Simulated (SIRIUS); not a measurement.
# Ni (Im-3m) in SIRIUS: notebook

One crystal, Ni, is run at these levels: HTBS; tasks: single point.

Everything below comes from runs of SIRIUS 7.10.0. Logs are shortened: lines on timing, memory, paths and dates and some standing lists are left out, and cuts for length are marked. The log counts tension as positive stress, the text compression.

### 1 The structure

The structure is cubic, space group Im-3m (No. 229). The conventional cell has a = 2.767 Å, b = 2.767 Å, c = 2.767 Å, α = 90.00°, β = 90.00°, γ = 90.00°. Ni (site symmetry m-3m) is surrounded by 8 Ni at 2.40 Å.

This isn't the form of Ni at room conditions, which is fcc.

### 2 Single point, HTBS, collinear spin, ferromagnetic start

sirius.json

```json
{
  "control": {
    "processing_unit": "cpu",
    "verbosity": 2,
    "num_bands_to_print": 16,
    "print_forces": true,
    "print_stress": true
  },
  "parameters": {
    "electronic_structure_method": "pseudopotential",
    "xc_functionals": ["XC_GGA_X_HTBS", "XC_GGA_C_PBE"],
    "gk_cutoff": 10.2,
    "pw_cutoff": 20.4,
    "ngridk": [9, 9, 9],
    "shiftk": [0, 0, 0],
    "smearing": "methfessel_paxton",
    "smearing_width": 0.0073498644,
    "num_bands": 16,
    "num_mag_dims": 1,
    "num_dft_iter": 100,
    "energy_tol": 1e-08,
    "density_tol": 1e-06,
    "fixed_mag": 1e-08
  },
  "iterative_solver": {
    "type": "davidson",
    "min_tolerance": 1e-10
  },
  "mixer": {
    "type": "anderson",
    "beta": 0.5,
    "max_history": 8
  },
  "settings": {
    "tol_ne": 1e-10,
    "smooth_initial_mag": true
  },
  "unit_cell": {
    "lattice_vectors": [
      [-2.614843272708, 2.614843272708, 2.614843272708],
      [2.614843272708, -2.614843272708, 2.614843272708],
      [2.614843272708, 2.614843272708, -2.614843272708]
    ],
    "atom_coordinate_units": "lattice",
    "atom_types": ["Ni"],
    "atom_files": {
      "Ni": "Ni.json"
    },
    "atoms": {
      "Ni": [
        [0.0, 0.0, 0.0, 0.0, 0.0, 1.0]
      ]
    }
  }
}
```

Potentials or basis: PseudoDojo 0.5 PBE stringent (scalar relativistic).

Launch:

```
$ upf_to_json Ni.upf
$ OMP_NUM_THREADS=1 sirius.scf --input=sirius.json --output=out.json --task=0
```

Standard output:

```text
[info] SIRIUS version : 7.10.0
[info] number of MPI ranks           : 1
[info] MPI grid                      : 1 1
[info] maximum number of OMP threads : 1
[fft] FFT context for density and potential
[fft] =====================================
[fft]   comm size                             : 1
[fft]   plane wave cutoff                     : 20.4
[fft]   grid size                             : 32 32 32   total : 32768
[fft]   grid limits                           : -15 16   -15 16   -15 16
[fft]   number of G-vectors within the cutoff : 5093
[fft]   local number of G-vectors             : 5093
[fft]   number of G-shells                    : 288
[fft] FFT context for coarse grid
[fft] =====================================
[fft]   comm size                             : 1
[fft]   plane wave cutoff                     : 20.4
[fft]   grid size                             : 32 32 32   total : 32768
[fft]   grid limits                           : -15 16   -15 16   -15 16
[fft]   number of G-vectors within the cutoff : 5093
[fft]   local number of G-vectors             : 5093
[fft]   number of G-shells                    : 288
[unit cell] lattice vectors
[unit cell]   a1 :      -2.6148432727      2.6148432727      2.6148432727
[unit cell]   a2 :       2.6148432727     -2.6148432727      2.6148432727
[unit cell]   a3 :       2.6148432727      2.6148432727     -2.6148432727
[unit cell] reciprocal lattice vectors
[unit cell]   b1 :       0.0000000000      1.2014458711      1.2014458711
[unit cell]   b2 :       1.2014458711      0.0000000000      1.2014458711
[unit cell]   b3 :       1.2014458711      1.2014458711      0.0000000000
[unit cell] unit cell volume :        71.51497343 [a.u.^3]
[unit cell] 1/sqrt(omega)    :         0.11825010
[unit cell] MT volume        :         0.00000000 ( 0.00%)
[unit cell] IT volume        :        71.51497343 (100.00%)
[unit cell] number of atom types : 1
[unit cell] type id : 0 symbol : Ni mt_radius :  13.710000 num_atoms : 1
[unit cell] total number of atoms : 1
[unit cell] number of symmetry classes : 1
[unit cell] number of PAW atoms : 0
[unit cell] atom id  type id  class id             position                      vector_field
[unit cell] ------------------------------------------------------------------------------------------
[unit cell]      0        0        0      0.00000   0.00000   0.00000      0.00000   0.00000   1.00000
[unit cell] atom id         position (Cartesian, a.u.)
[unit cell] ---------------------------------------------
[unit cell]      0       0.000000    0.000000    0.000000
[unit cell] class id : 0 atom id : 0
[unit cell] minimum bond length:     4.529041
[unit cell] total number of pseudo wave-functions: 10
[sym] space group number   : 229
[sym] international symbol : Im-3m
[sym] Hall symbol          : -I 4 2 3
[sym] space group transformation matrix :
[sym]  -0.5000  0.5000  0.5000
[sym]   0.5000 -0.5000  0.5000
[sym]   0.5000  0.5000 -0.5000
[sym] space group origin shift :
[sym]   0.0000  0.0000  0.0000
[sym] number of space group operations  : 48
[sym] number of magnetic group operations : 48
[sym] metric tensor error: 3.5527e-15
[sym] rotation matrix error: 4.4409e-16
[sym] symmetry operations
[... list of symmetry operations ...]
[atom type] label          : Ni
[... 310 lines left out ...]
[diagonalize] ik:    3   -3.099626   -1.646245   -1.641712   -1.639275    0.489128    0.585829    0.617485    0.660737    0.670252    0.676758    1.124306    1.446471    1.504428    1.584116    1.709320    1.959774
[diagonalize]            -3.099626   -1.646245   -1.641712   -1.639275    0.489128    0.585829    0.617485    0.660737    0.670252    0.676758    1.124306    1.446471    1.504428    1.584116    1.709320    1.959774
[diagonalize] ik:    4   -3.099286   -1.648253   -1.642414   -1.639266    0.517285    0.578158    0.662456    0.672162    0.677791    0.698791    0.967703    1.401370    1.443795    1.572351    1.707485    2.019382
[diagonalize]            -3.099286   -1.648253   -1.642414   -1.639266    0.517285    0.578158    0.662456    0.672162    0.677791    0.698791    0.967703    1.401370    1.443795    1.572351    1.707485    2.019382
[diagonalize] ...
[diagonalize] ik:   30   -3.098587   -1.646864   -1.645268   -1.642673    0.557903    0.565049    0.619541    0.664187    0.689951    0.909796    0.974270    1.092651    1.414235    1.522375    1.656435    1.888458
[diagonalize]            -3.098587   -1.646864   -1.645268   -1.642673    0.557903    0.565049    0.619541    0.664187    0.689951    0.909796    0.974270    1.092651    1.414235    1.522375    1.656435    1.888458
[diagonalize] ik:   31   -3.098675   -1.645402   -1.644342   -1.644342    0.546869    0.568220    0.650210    0.650210    0.672958    0.785689    1.185628    1.185628    1.307672    1.374553    1.761991    2.053114
[diagonalize]            -3.098675   -1.645402   -1.644342   -1.644342    0.546869    0.568220    0.650210    0.650210    0.672958    0.785689    1.185628    1.185628    1.307672    1.374553    1.761991    2.053114
[diagonalize] ik:   32   -3.098395   -1.646516   -1.645110   -1.644448    0.548838    0.553210    0.655882    0.663426    0.691671    0.892831    1.047525    1.129474    1.313206    1.407276    1.602128    2.048114
[diagonalize]            -3.098395   -1.646516   -1.645110   -1.644448    0.548838    0.553210    0.655882    0.663426    0.691671    0.892831    1.047525    1.129474    1.313206    1.407276    1.602128    2.048114
[diagonalize] ik:   33   -3.098263   -1.646170   -1.646170   -1.644652    0.545794    0.545794    0.659244    0.687394    0.687394    1.007160    1.007160    1.039004    1.360462    1.360462    1.515123    2.070435
[diagonalize]            -3.098263   -1.646170   -1.646170   -1.644652    0.545794    0.545794    0.659244    0.687394    0.687394    1.007160    1.007160    1.039004    1.360462    1.360462    1.515123    2.070435
[diagonalize] ik:   34   -3.098134   -1.646061   -1.645896   -1.645896    0.538631    0.539494    0.686261    0.686261    0.690802    0.988145    1.068228    1.068228    1.278396    1.316503    1.465079    2.174754
[diagonalize]            -3.098134   -1.646061   -1.645896   -1.645896    0.538631    0.539494    0.686261    0.686261    0.690802    0.988145    1.068228    1.068228    1.278396    1.316503    1.465079    2.174754
[find] Charges and magnetic moments
[find] --------------------------------------------------------------------------------
[find] atom                moment                |moment|
[find] --------------------------------------------------------------------------------
[find]    0 [  0.00000,   0.00000,  -0.00000]    0.000000
[find] total charge          : 18.000000
[find] total moment          : [  0.00000,   0.00000,   0.00000], magnitude : 0.000000
[... 6 lines left out ...]
[find] <rho|V^{H}>                    :      94.00621778
[find] one-electron contribution      :     -81.61121229 (Ha),    -163.22242458 (Ry)
[find] hartree contribution           :      47.00310889
[find] xc contribution                :     -21.76566923
[find] ewald contribution             :    -112.73253448
[find] PAW contribution               :       0.00000000
[find] smearing (-TS)                 :      -0.01006817
[find] SCF correction                 :      -0.00000002
[find] Total energy                   :    -169.10630713 (Ha),    -338.21261426 (Ry)
[find] Free energy (E-TS)             :    -169.11637530 (Ha),    -338.23275059 (Ry)
[find] band gap (eV)                  :       0.00000000
[find] Efermi                         :       0.68528564
[find] iteration : 15, RMS : 9.417787665035e-10, energy difference : -8.469669410260e-12
[find] Hartree energy of density residual : 5.468661853716e-18
[find] bands are converged : true
[find] iterative solver converged : true
[find] converged after 16 SCF iterations!
[find] Charges and magnetic moments
[find] --------------------------------------------------------------------------------
[find] atom                moment                |moment|
[find] --------------------------------------------------------------------------------
[find]    0 [  0.00000,   0.00000,  -0.00000]    0.000000
[find] total charge          : 18.000000
[find] total moment          : [  0.00000,   0.00000,   0.00000], magnitude : 0.000000
[find] Energy
[find] --------------------------------------------------------------------------------
[find] valence_eval_sum               :      -9.97564398
[find] <rho|V^{XC}>                   :     -22.37064947
[find] <rho|E^{XC}>                   :     -21.76566923
[find] <mag|B^{XC}>                   :      -0.00000000
[find] <rho|V^{H}>                    :      94.00621778
[find] one-electron contribution      :     -81.61121229 (Ha),    -163.22242458 (Ry)
[find] hartree contribution           :      47.00310889
[find] xc contribution                :     -21.76566923
[find] ewald contribution             :    -112.73253448
[find] PAW contribution               :       0.00000000
[find] smearing (-TS)                 :      -0.01006817
[find] SCF correction                 :      -0.00000002
[find] Total energy                   :    -169.10630713 (Ha),    -338.21261426 (Ry)
[find] Free energy (E-TS)             :    -169.11637530 (Ha),    -338.23275059 (Ry)
[find] band gap (eV)                  :       0.00000000
[find] Efermi                         :       0.68528564
[ground_state] === stress tensor components [kbar] ===
[ground_state] === stress_kin ===
[ground_state] -222722.553530    0.000000   -0.000000
[ground_state]     0.000000-222722.553530   -0.000000
[ground_state]    -0.000000   -0.000000-222722.553530
[ground_state] === stress_har ===
[ground_state] -64456.386291    0.000000   -0.000000
[ground_state]     0.000000-64456.386291   -0.000000
[ground_state]    -0.000000   -0.000000-64456.386291
[ground_state] === stress_ewald ===
[ground_state] 154592.578281   -0.000000    0.000000
[ground_state]    -0.000000154592.578281    0.000000
[ground_state]     0.000000    0.000000154592.578281
[ground_state] === stress_vloc ===
[ground_state] 15666.797915   -0.000000    0.000000
[ground_state]    -0.00000015666.797915    0.000000
[ground_state]     0.000000    0.00000015666.797915
[ground_state] === stress_xc ===
[ground_state]  3243.994546   -0.000000    0.000000
[ground_state]    -0.000000 3243.994546    0.000000
[ground_state]     0.000000    0.000000 3243.994546
[ground_state] === stress_core ===
[ground_state] 23185.670338   -0.000000    0.000000
[ground_state]    -0.00000023185.670338    0.000000
[ground_state]     0.000000    0.00000023185.670338
[ground_state] === stress_nonloc ===
[ground_state] 90519.971743   -0.000000    0.000000
[ground_state]    -0.00000090519.971743    0.000000
[ground_state]     0.000000    0.00000090519.971743
[ground_state] === stress_us_nl ===
[ground_state] 90519.971743   -0.000000    0.000000
[ground_state]    -0.00000090519.971743    0.000000
[ground_state]     0.000000    0.00000090519.971743
[ground_state] === stress_total ===
[ground_state]    30.073001    0.000000   -0.000000
[ground_state]     0.000000   30.073001   -0.000000
[ground_state]    -0.000000   -0.000000   30.073001
[ground_state] ==== total Forces in Ha/bohr =====
[ground_state] atom:    0, force:       0.0000000      0.0000000      0.0000000
[ground_state] ==== ultrasoft contribution from Qij =====
[ground_state] atom:    0, force:       0.0000000      0.0000000      0.0000000
[ground_state] ==== non-local contribution from Beta-projector =====
[ground_state] atom:    0, force:       0.0000000      0.0000000      0.0000000
[ground_state] ==== contribution from local potential =====
[ground_state] atom:    0, force:       0.0000000      0.0000000      0.0000000
[ground_state] ==== contribution from core density =====
[ground_state] atom:    0, force:       0.0000000      0.0000000      0.0000000
[ground_state] ==== Ewald forces from ions =====
[ground_state] atom:    0, force:       0.0000000      0.0000000      0.0000000
[~DFT_ground_state] local op. applied: 34037
[~DFT_ground_state] evp. work count: 8194.07
[~DFT_ground_state] number of iterative solver steps: 1903
```

Wall time 19 s (1 thread of Arm Neoverse V2, shared host); peak memory 0.24 GiB.

What came out:

| Item | Value |
| --- | --- |
| Pressure | -3.0 GPa |
| Net moment | 0.00 μB per cell |
| Absolute moment | 0.00 μB per cell |

Caveat: this version's Methfessel-Paxton entropy term is faulty, so the free energy in the log is wrong and no energy is listed; the potentials were made for another functional, which shifts forces and pressure; the total moment is fixed, so each spin has its own Fermi level.

### 3 Single point, HTBS, collinear spin, ferromagnetic start

Changes to sirius.json since step 2:

```diff
@@ -22,3 +22,3 @@
     "density_tol": 1e-06,
-    "fixed_mag": 1e-08
+    "fixed_mag": 0.25
   },
```

Potentials or basis: PseudoDojo 0.5 PBE stringent (scalar relativistic).

Launch:

```
$ upf_to_json Ni.upf
$ OMP_NUM_THREADS=1 sirius.scf --input=sirius.json --output=out.json --task=0
```

Wall time 20 s (1 thread of Arm Neoverse V2, shared host); peak memory 0.24 GiB.

The run converged. Its results:

- Pressure: -2.4 GPa
- Net moment: 0.25 μB per cell
- Absolute moment: 0.28 μB per cell

Caveat: this version's Methfessel-Paxton entropy term is faulty, so the free energy in the log is wrong and no energy is listed; the potentials were made for another functional, which shifts forces and pressure; the total moment is fixed, so each spin has its own Fermi level.

### 4 Single point, HTBS, collinear spin, ferromagnetic start

Changes to sirius.json since step 3:

```diff
@@ -22,3 +22,3 @@
     "density_tol": 1e-06,
-    "fixed_mag": 0.25
+    "fixed_mag": 0.5
   },
```

Launch:

```
$ upf_to_json Ni.upf
$ OMP_NUM_THREADS=1 sirius.scf --input=sirius.json --output=out.json --task=0
```

It took 21 s on 1 thread of Arm Neoverse V2, shared host; peak memory 0.24 GiB.

It converged, with:

| Quantity | Value |
| --- | --- |
| Pressure | -1.2 GPa |
| Net moment | 0.50 μB per cell |
| Absolute moment | 0.56 μB per cell |

Caveat: this version's Methfessel-Paxton entropy term is faulty, so the free energy in the log is wrong and no energy is listed; the potentials were made for another functional, which shifts forces and pressure; the total moment is fixed, so each spin has its own Fermi level.

### 5 For comparison

An earlier run on the cell as given: functional PBE; potentials or basis PseudoDojo 0.4.1 PBE standard (scalar relativistic); cutoff 1333 eV; density cutoff 5334 eV; k mesh 13 × 13 × 13; occupations fermi-dirac, width 0.05 eV; collinear spin, ferromagnetic start; starting moments [1.0] μB.

- Pressure: 8.0 GPa
- Band gap on the k mesh: none (metal or under the smearing width)
- Net moment: 0.61 μB per cell
- Absolute moment: 0.67 μB per cell

### 6 The runs side by side

| level | potentials or basis | fixed moment (μB) | k mesh | cutoff (eV) | smearing | libxc names | pressure (GPa) | moment (μB) |
| --- | --- | --- | --- | --- | --- | --- | --- | --- |
| HTBS | PseudoDojo 0.5 PBE stringent (scalar relativistic) | 0.0 | 9 × 9 × 9 | 1416 | methfessel-paxton 0.2 eV | ["XC_GGA_X_HTBS", "XC_GGA_C_PBE"] | -3.0 | 0.00 |
| HTBS | PseudoDojo 0.5 PBE stringent (scalar relativistic) | 0.25 | 9 × 9 × 9 | 1416 | methfessel-paxton 0.2 eV | ["XC_GGA_X_HTBS", "XC_GGA_C_PBE"] | -2.4 | 0.25 |
| HTBS | PseudoDojo 0.5 PBE stringent (scalar relativistic) | 0.5 | 9 × 9 × 9 | 1416 | methfessel-paxton 0.2 eV | ["XC_GGA_X_HTBS", "XC_GGA_C_PBE"] | -1.2 | 0.50 |
| PBE | PseudoDojo 0.4.1 PBE standard (scalar relativistic) | - | 13 × 13 × 13 | 1333 | fermi-dirac 0.05 eV | ["XC_GGA_X_PBE", "XC_GGA_C_PBE"] | 8.0 | 0.61 |

Alike in all rows: task single point; spin collinear, ferromagnetic start; cell as given.

Caveats: the potentials were made for another functional, which shifts forces and pressure (some runs); the total moment is fixed, so each spin has its own Fermi level (some runs).

Total energies depend on the potentials used, so only differences within one code and one set of settings carry meaning.
